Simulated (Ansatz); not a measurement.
# Relaxation of ZrSiO4

Aim: in ZrSiO4, a database structure at a slightly changed volume, relax the atoms in a fixed cell, then read levels, charges and fields where it ends.

Program: Ansatz 0.2.0. Level of theory: DFT, PBE, no spin polarisation, plane waves, PAW. These are calculated values, not measurements.

### 1 The structure

Symmetry: I4_1/amd, No. 141, tetragonal system. The conventional cell has a = 6.671 Å, b = 6.671 Å, c = 6.039 Å, α = 90.00°, β = 90.00°, γ = 90.00°. Around Zr (site symmetry -4m2) lie 8 O at 2.15 to 2.29 Å. Around Si (site symmetry -4m2) lie 4 O at 1.64 Å. O (site symmetry m) has 1 Si at 1.64 Å and 2 Zr at 2.15 to 2.29 Å as nearest neighbours.

Its coordinates follow in the input file.

It starts from an earlier solution of the starting cell (checkpoint.read).

### 2 The relaxation

input.yaml

```yaml
crystal:
  lattice:
    - [-3.335539, 3.335539, 3.019557]
    - [3.335539, -3.335539, 3.019557]
    - [3.335539, 3.335539, -3.019557]
  atoms:
    - { symbol: Zr, position: [0.875, 0.125, 0.75] }
    - { symbol: Zr, position: [0.125, 0.875, 0.25] }
    - { symbol: Si, position: [0.375, 0.625, 0.75] }
    - { symbol: Si, position: [0.625, 0.375, 0.25] }
    - { symbol: O, position: [0.26119, 0.19533, 0.06586] }
    - { symbol: O, position: [0.19533, 0.62947, 0.93414] }
    - { symbol: O, position: [0.62947, 0.19533, 0.43414] }
    - { symbol: O, position: [0.19533, 0.26119, 0.56586] }
    - { symbol: O, position: [0.73881, 0.80467, 0.93414] }
    - { symbol: O, position: [0.80467, 0.73881, 0.43414] }
    - { symbol: O, position: [0.37053, 0.80467, 0.56586] }
    - { symbol: O, position: [0.80467, 0.37053, 0.06586] }
  symmetry: { tolerance: 0.0003 }
kpoints:
  mp_grid: { grid: [4, 4, 4], shift: [0, 0, 0] }
magnetization:
  spin_polarized: false
scf:
  occupations: { method: fermi_dirac }
  lower_state_search: "off"
hamiltonian:
  pseudopotentials: { kind: paw }
  xc: pbe
basis:
  ecutwfc: 420
  fft_grid_basis: typed
relax:
  max_steps: 40
output:
  forces: true
  stress: true
  eigenvalues: true
  bader: true
  populations: true
  elf: true
  write_potential: true
  volumetric_format: npy
  dos:
    e_range: [-12, 8]
    de: 0.05
    projected: { site_lists: { O: [O], Si: [Si], Zr: [Zr] } }
  write_density: true
checkpoint:
  read: saved_state
```

Run with:

```console
$ ansatz run input.yaml --threads 2 --pin off --max-ram 2560MiB --backend cpu --events-out ev --progress --plain --runs-dir out
```

**Question.** What will these runs give? Wanted: moves; energy gained; largest move; pressure left in the fixed cell; gap; least direct gap; Bader charges.

The runs gave:

| quantity | value |
| --- | --- |
| moves | 2 |
| energy gained | 0.0 meV/atom |
| largest move | 0.00 Å |
| space group (0.01 Å), before / after | I4_1/amd / I4_1/amd |
| pressure left in the fixed cell | -0.2 GPa |
| gap (mesh) | 4.62 eV, indirect |
| least direct gap | 4.81 eV |
| Bader charges | Zr +2.68, Si +3.24, O -1.48 e |

**Reading.** In the fixed cell the atoms end where they began within the cell. With 16 symmetry operations imposed, the end may be a saddle point towards distortions that break them. The levels show a gap of 4.62 eV, with the least direct gap at 4.81 eV; within 0.7 eV of the edges the states project mainly on O p (96 %) below and Zr d (81 %) above. Gaps from semilocal functionals tend to lie below the measured ones. By Bader's partition Si gives up most (+3.24 e) and O takes most (-1.48 e).

Limits of this run: the SCF threshold is loose for a stress.
